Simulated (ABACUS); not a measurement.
# MgSe (Fm-3m) in ABACUS: reference runs

How does MgSe come out in PBE? The cell is run as given and disturbed.

Everything below comes from runs of ABACUS 3.10.1. Logs are shortened: lines on timing, memory, paths and dates and some standing lists are left out, and cuts for length are marked.

### Step 1. The crystal as given

It takes space group Fm-3m (No. 225, cubic). Conventional cell: a = 5.451 Å, b = 5.451 Å, c = 5.451 Å, α = 90.00°, β = 90.00°, γ = 90.00°. Around Se (site symmetry m-3m) lie 6 Mg at 2.73 Å. Mg (site symmetry m-3m) is surrounded by 6 Se at 2.73 Å.

### Step 2. Single point, PBE

The input, INPUT:

```
INPUT_PARAMETERS
suffix              MgSe
calculation         scf
basis_type          pw
pseudo_dir          ./
symmetry            1
dft_functional      pbe
ecutwfc             87
pseudo_rcut         10
nspin               1
nbands              17
ks_solver           dav
smearing_method     fd
smearing_sigma      0.00367493
scf_thr             1e-08
scf_nmax            100
mixing_type         broyden
mixing_beta         0.7
cal_force           1
cal_stress          1
kpar                4
```

The input, STRU:

```
ATOMIC_SPECIES
Se 78.9710 Se.upf
Mg 24.3050 Mg.upf

LATTICE_CONSTANT
1.8897261246

LATTICE_VECTORS
0.0000000000 2.7255000000 2.7255000000
2.7255000000 0.0000000000 2.7255000000
2.7255000000 2.7255000000 0.0000000000

ATOMIC_POSITIONS
Direct

Se
0.0
1
0.5000000000 0.5000000000 0.5000000000 1 1 1

Mg
0.0
1
0.0000000000 0.0000000000 0.0000000000 1 1 1
```

The input, KPT:

```
K_POINTS
0
Gamma
8 8 8 0 0 0
```

Potentials or basis: PseudoDojo NC SR 0.4.1 PBE standard, plane waves.

Run with:

```sh
OMP_NUM_THREADS=1 mpirun -np 4 abacus > log
```

running log:

```text
ABACUS v3.10.1

               Atomic-orbital Based Ab-initio Computation at UStc

 ------------------------------------------------------------------------------------

 READING GENERAL INFORMATION
                           global_out_dir = OUT.MgSe/
                           global_in_card = INPUT
                               pseudo_dir = ./
                              orbital_dir =
                                    DSIZE = 4
                                    GSIZE = 1

 READING UNITCELL INFORMATION
                                    ntype = 2
                  lattice constant (Bohr) = 1.88973
              lattice constant (Angstrom) = 1

 READING ATOM TYPE 1
                               atom label = Se
                      L=0, number of zeta = 1
                      L=1, number of zeta = 1
                      L=2, number of zeta = 1
             number of atom for this type = 1

 READING ATOM TYPE 2
                               atom label = Mg
                      L=0, number of zeta = 1
                      L=1, number of zeta = 1
                      L=2, number of zeta = 1
             number of atom for this type = 1

                        TOTAL ATOM NUMBER = 2
DIRECT COORDINATES
    atom                   x                   y                   z     mag                  vx                  vy                  vz
taud_Se1            0.5000000000        0.5000000000        0.5000000000  0.0000        0.0000000000        0.0000000000        0.0000000000
taud_Mg1            0.0000000000        0.0000000000        0.0000000000  0.0000        0.0000000000        0.0000000000        0.0000000000

                          Volume (Bohr^3) = 273.253
                             Volume (A^3) = 40.4919

 Lattice vectors: (Cartesian coordinate: in unit of a_0)
                   +0             +2.7255             +2.7255
              +2.7255                  +0             +2.7255
              +2.7255             +2.7255                  +0
 Reciprocal vectors: (Cartesian coordinate: in unit of 2 pi/a_0)
            -0.183453           +0.183453           +0.183453
            +0.183453           -0.183453           +0.183453
            +0.183453           +0.183453           -0.183453
 The esolver type has been set to : ksdft_pw

                PAO radial cut off (Bohr) = 10

 Read in pseudopotential file is Se.upf
                     pseudopotential type = NC
          exchange-correlation functional = PBE
                 nonlocal core correction = 1
                        valence electrons = 16
                                     lmax = 2
                           number of zeta = 3
                     number of projectors = 6
                           L of projector = 0
[... 5 lines left out ...]
                PAO radial cut off (Bohr) = 10

 Read in pseudopotential file is Mg.upf
                     pseudopotential type = NC
          exchange-correlation functional = PBE
                 nonlocal core correction = 0
                        valence electrons = 10
                                     lmax = 1
                           number of zeta = 3
                     number of projectors = 4
                           L of projector = 0
                           L of projector = 0
                           L of projector = 1
                           L of projector = 1
     initial pseudo atomic orbital number = 14

 SETUP THE ELECTRONS NUMBER
            electron number of element Se = 16
      total electron number of element Se = 16
            electron number of element Mg = 10
      total electron number of element Mg = 10
            AUTOSET number of electrons:  = 26
                           occupied bands = 13
                                   NBANDS = 17
                                   NLOCAL = 18

%%%%%%%%%%%%%%%%%%%%%%%%%%%%%%%%%%%%%%%%%%%%%%%%%%%%%%%%%%%%%%%%%%%%%%%%%%%%%%%%%%%%%%%%%%%%%%%%%%%%%%%%%%
 Warning: the number of valence electrons in pseudopotential > 6 for Se: [Ar] 3d10 4s2 4p4
 Warning: the number of valence electrons in pseudopotential > 2 for Mg: [Ne] 3s2
 Pseudopotentials with additional electrons can yield (more) accurate outcomes, but may be less efficient.
 If you're confident that your chosen pseudopotential is appropriate, you can safely ignore this warning.
%%%%%%%%%%%%%%%%%%%%%%%%%%%%%%%%%%%%%%%%%%%%%%%%%%%%%%%%%%%%%%%%%%%%%%%%%%%%%%%%%%%%%%%%%%%%%%%%%%%%%%%%%%

 SETUP THE PLANE WAVE BASIS
 energy cutoff for charge/potential (unit:Ry) = 348
            fft grid for charge/potential = [ 45, 45, 45 ]
                        fft grid division = [ 1, 1, 1 ]
        big fft grid for charge/potential = [ 45, 45, 45 ]
                                     nbxx = 91125
                                     nrxx = 91125

 SETUP PLANE WAVES FOR CHARGE/POTENTIAL
                    number of plane waves = 29939
                         number of sticks = 1273

 PARALLEL PW FOR CHARGE/POTENTIAL
     PROC   COLUMNS(POT)             PW
        1           1273          29939
 --------------- sum -------------------
        1           1273          29939
                            number of |g| = 314
                                  max |g| = 31.3663
                                  min |g| = 0

----------- Double Check Mixing Parameters Begin ------------
mixing_type: broyden
mixing_beta: 0.7
mixing_gg0: 1
mixing_gg0_min: 0.1
mixing_ndim: 8
----------- Double Check Mixing Parameters End ------------

 LATTICE VECTORS: (CARTESIAN COORDINATE: IN UNIT OF A0)
                   +0             +2.7255             +2.7255
              +2.7255                  +0             +2.7255
              +2.7255             +2.7255                  +0
                       right hand lattice = 1
                                   NORM_A = 3.85444
                                   NORM_B = 3.85444
                                   NORM_C = 3.85444
                           ALPHA (DEGREE) = 60
                           BETA  (DEGREE) = 60
                           GAMMA (DEGREE) = 60

 The lattice vectors have been changed (STRU_SIMPLE.cif)

(for optimal symmetric configuration:)
                             BRAVAIS TYPE = 3
                     BRAVAIS LATTICE NAME = 03. Cubic F (face-centered)
                                    ibrav = 3
                                    IBRAV = 3
                                  BRAVAIS = FACE CENTERED CUBIC
                       LATTICE CONSTANT A = 5.451
Original cell was already a primitive cell.
                        ROTATION MATRICES = 48
              PURE POINT GROUP OPERATIONS = 48
                   SPACE GROUP OPERATIONS = 48
                              POINT GROUP = O_h
               POINT GROUP IN SPACE GROUP = O_h

 SETUP K-POINTS
                                    nspin = 1
                   Input type of k points = Monkhorst-Pack(Gamma)
                                   nkstot = 512
                       right hand lattice = 1
(for reciprocal lattice: )
                             BRAVAIS TYPE = 2
                     BRAVAIS LATTICE NAME = 02. Cubic I (body-centered)
                                    ibrav = 2
                       right hand lattice = 1
(for k-lattice: )
                             BRAVAIS TYPE = 2
                     BRAVAIS LATTICE NAME = 02. Cubic I (body-centered)
                                    ibrav = 2
                       right hand lattice = 1
                        ROTATION MATRICES = 48
                               nkstot_ibz = 29
K-POINTS REDUCTION ACCORDING TO SYMMETRY
     IBZ    DIRECT_X    DIRECT_Y    DIRECT_Z  WEIGHT  ibz2bz
       1  0.00000000  0.00000000  0.00000000  0.0020       0
       2  0.12500000  0.12500000  0.12500000  0.0156       1
       3  0.25000000  0.25000000  0.25000000  0.0156       2
       4  0.37500000  0.37500000  0.37500000  0.0156       3
       5  0.50000000  0.50000000  0.50000000  0.0078       4
       6  0.12500000  0.12500000  0.00000000  0.0117       9
[... 21 lines left out ...]
      28 -0.12500000  0.50000000  0.37500000  0.0234     101
      29  0.50000000  0.25000000 -0.25000000  0.0117     166

                               nkstot now = 29
[... K-POINTS DIRECT COORDINATES: 29 rows ...]

           k-point number in this process = 8
       minimum distributed K point number = 7
[... stars of the k points ...]

[... K-POINTS CARTESIAN COORDINATES: 8 rows ...]

[... K-POINTS DIRECT COORDINATES: 8 rows ...]

 SETUP PLANE WAVES FOR WAVE FUNCTIONS
     energy cutoff for wavefunc (unit:Ry) = 87
              fft grid for wave functions = [ 45, 45, 45 ]
                    number of plane waves = 4477
                         number of sticks = 361

 PARALLEL PW FOR WAVE FUNCTIONS
     PROC   COLUMNS(POT)             PW
        1            361           4477
 --------------- sum -------------------
        1            361           4477

 SETUP NONLOCAL PSEUDOPOTENTIALS IN PLANE WAVE BASIS
 Se non-local projectors:
 projector 1 L=0
 projector 2 L=0
 projector 3 L=1
 projector 4 L=1
 projector 5 L=2
 projector 6 L=2
 Mg non-local projectors:
 projector 1 L=0
 projector 2 L=0
 projector 3 L=1
 projector 4 L=1
      TOTAL NUMBER OF NONLOCAL PROJECTORS = 26

 Init Non-Local PseudoPotential table :
 Init Non-Local-Pseudopotential done.

                                     npwx = 3752

 Make real space PAO into reciprocal space.
       max mesh points in Pseudopotential = 1001
     dq(describe PAO in reciprocal space) = 0.01
                                    max q = 1124

 number of pseudo atomic orbitals for Se is 3
WARNING: norm of atomic wavefunction # 3 of atomic type Se is 0.999991, renormalized

 number of pseudo atomic orbitals for Mg is 3
WARNING: norm of atomic wavefunction # 3 of atomic type Mg is 0.9998, renormalized

 -------------------------------------------
 SELF-CONSISTENT
 -------------------------------------------
                                 init_chg = atomic

 PW ALGORITHM --------------- ION=   1  ELEC=   1--------------------------------
 Notice: Threshold on eigenvalues was too large.
 hsover_error=0.26 > DRHO=0.0652287
 Origin diag ethr = 0.01
 New diag ethr = 0.00025088

 Density error is 0.0655247999108
                          Error Threshold = 0.000250879609429
----------------------------------------------------------
     Energy           Rydberg                 eV
----------------------------------------------------------
 E_KohnSham     -361.4343041148      -4917.5659886267
 E_Harris       -360.2760281582      -4901.8068357604
 E_Fermi        0.6446671023         8.7711459045
----------------------------------------------------------
[... 51 lines left out ...]
 Density error is 8.9784723972e-09
                          Error Threshold = 6.14661196844e-10
----------------------------------------------------------
     Energy           Rydberg                 eV
----------------------------------------------------------
 E_KohnSham     -361.4459259752      -4917.7241121484
 E_KS(sigma->0) -361.4459259751      -4917.7241121482
 E_Harris       -361.4451719697      -4917.7138533774
 E_band         -50.9959034120       -693.8348610605
 E_one_elec     -213.2384126821      -2901.2574449527
 E_Hartree      108.5090936492       1476.3419584447
 E_xc           -64.4104998812       -876.3498094126
 E_Ewald        -192.3061070610      -2616.4588162274
 E_entropy(-TS) -0.0000000000        -0.0000000005
 E_descf        0.0000000000         0.0000000000
 E_exx          0.0000000000         0.0000000000
 E_Fermi        0.6624698478         9.0133646827
----------------------------------------------------------

 charge density convergence is achieved
 final etot is -4917.7241121 eV
 EFERMI = 9.0133646827 eV

 STATE ENERGY(eV) AND OCCUPATIONS    NSPIN == 1
 1/8 kpoint (Cartesian) = 0.0000 0.0000 0.0000 (3719 pws)
       1       -67.3215     0.00390625
       2       -38.2124     0.00390625
       3       -38.2124     0.00390625
       4       -38.2046     0.00390625
       5       -38.2046     0.00390625
       6       -38.2046     0.00390625
[... 9 lines left out ...]
      16        15.5260    1.05699e-59
      17        15.5260    1.05699e-59
[... 78 lines left out ...]
       1       -67.3215      0.0234375
       2       -38.2125      0.0234375
       3       -38.2124      0.0234375
       4       -38.2046      0.0234375
       5       -38.2045      0.0234375
       6       -38.2045      0.0234375
[... 9 lines left out ...]
      16        15.6901    2.37875e-60
      17        16.2045    8.10249e-65

[... levels at 2 further k points ...]

------------------------------------------------------------------------------------------
 TOTAL-FORCE (eV/Angstrom)
------------------------------------------------------------------------------------------
                       Se1         0.0000000000         0.0000000000         0.0000000000
                       Mg1         0.0000000000         0.0000000000         0.0000000000
------------------------------------------------------------------------------------------

----------------------------------------------------------------
 TOTAL-STRESS (KBAR)
----------------------------------------------------------------
        21.1049505488        -0.0000000000        -0.0000000000
        -0.0000000000        21.1049505488         0.0000000000
        -0.0000000000         0.0000000000        21.1049505488
----------------------------------------------------------------
 TOTAL-PRESSURE: 21.104951 KBAR

 --------------------------------------------
 !FINAL_ETOT_IS -4917.7241121484448740 eV
 --------------------------------------------
```

Run time: 6.6 s. Hardware: 4 MPI ranks of Intel Xeon Platinum 8559C (Emerald Rapids), shared host; peak memory 0.36 GiB.

What came out:

| Property | Result |
| --- | --- |
| Free energy | -4917.7241 eV |
| Pressure | 2.1 GPa |
| Band gap on the k mesh | 1.82 eV, indirect (least direct gap 2.60 eV) |

Levels at points of the mesh, in eV from the valence-band top:
| k point | band 10 | band 11 | band 12 | band 13 | band 14 | band 15 | band 16 |
| --- | --- | --- | --- | --- | --- | --- | --- |
| (0.00, 0.00, 0.00) | -12.95 | 0.00 | 0.00 | 0.00 | 2.60 | 7.45 | 7.45 |
| (0.50, 0.50, 0.50) | -11.82 | -4.94 | -0.58 | -0.58 | 3.83 | 6.12 | 6.12 |
| (0.50, 0.50, 0.00) | -11.51 | -4.25 | -1.78 | -1.78 | 1.82 | 3.99 | 11.74 |

### Step 3. Single point, PBE (atoms moved at random, drawn with an rms of 0.05 Å)

INPUT is that of step 2.

STRU, as its differences from that of step 2:

```diff
@@ -18,3 +18,3 @@
 1
-0.5000000000 0.5000000000 0.5000000000 1 1 1
+0.4869070000 0.5045460000 0.4975680000 1 1 1
 
@@ -23,2 +23,2 @@
 1
-0.0000000000 0.0000000000 0.0000000000 1 1 1
+0.0032170000 -0.0091710000 -0.0084890000 1 1 1
```

KPT is that of step 2.

Potentials or basis: PseudoDojo NC SR 0.4.1 PBE standard, plane waves.

Run with:

```sh
OMP_NUM_THREADS=1 mpirun -np 4 abacus > log
```

It took 46 s on 4 MPI ranks of Intel Xeon Platinum 8559C (Emerald Rapids), shared host; peak memory 0.64 GiB.

Results (log left out):

```
Free energy            : -4917.7192 eV
Pressure               : 2.2 GPa
Largest force          : 0.161 eV/Å
Band gap on the k mesh : 1.82 eV, indirect (least direct gap 2.60 eV)
```

Forces on the atoms (eV/Å):
```
Se  -0.142  0.073  0.019
Mg   0.142 -0.073 -0.019
```

Stress tensor (GPa, compression positive):
```
2.36 0.02 0.00
0.02 2.15 0.00
0.00 0.00 2.08
```

Levels at points of the mesh, in eV from the valence-band top:
| k point | band 9 | band 10 | band 11 | band 12 | band 13 | band 14 | band 15 | band 16 |
| --- | --- | --- | --- | --- | --- | --- | --- | --- |
| (0.00, 0.00, 0.00) | -42.14 | -12.95 | -0.01 | 0.00 | 0.00 | 2.60 | 7.45 | 7.45 |
| (0.50, 0.00, 0.00) | -42.14 | -11.82 | -4.94 | -0.58 | -0.58 | 3.83 | 6.12 | 6.12 |
| (0.00, 0.50, 0.00) | -42.14 | -11.82 | -4.94 | -0.58 | -0.58 | 3.83 | 6.12 | 6.12 |
| (0.50, 0.50, 0.00) | -42.15 | -11.51 | -4.25 | -1.79 | -1.78 | 1.82 | 3.98 | 11.74 |
| (0.00, 0.00, 0.50) | -42.14 | -11.82 | -4.94 | -0.58 | -0.58 | 3.83 | 6.12 | 6.12 |
| (0.50, 0.00, 0.50) | -42.15 | -11.51 | -4.26 | -1.78 | -1.78 | 1.82 | 3.98 | 11.74 |
| (0.00, 0.50, 0.50) | -42.15 | -11.51 | -4.26 | -1.78 | -1.78 | 1.82 | 3.98 | 11.74 |
| (0.50, 0.50, 0.50) | -42.14 | -11.82 | -4.94 | -0.58 | -0.58 | 3.83 | 6.12 | 6.12 |
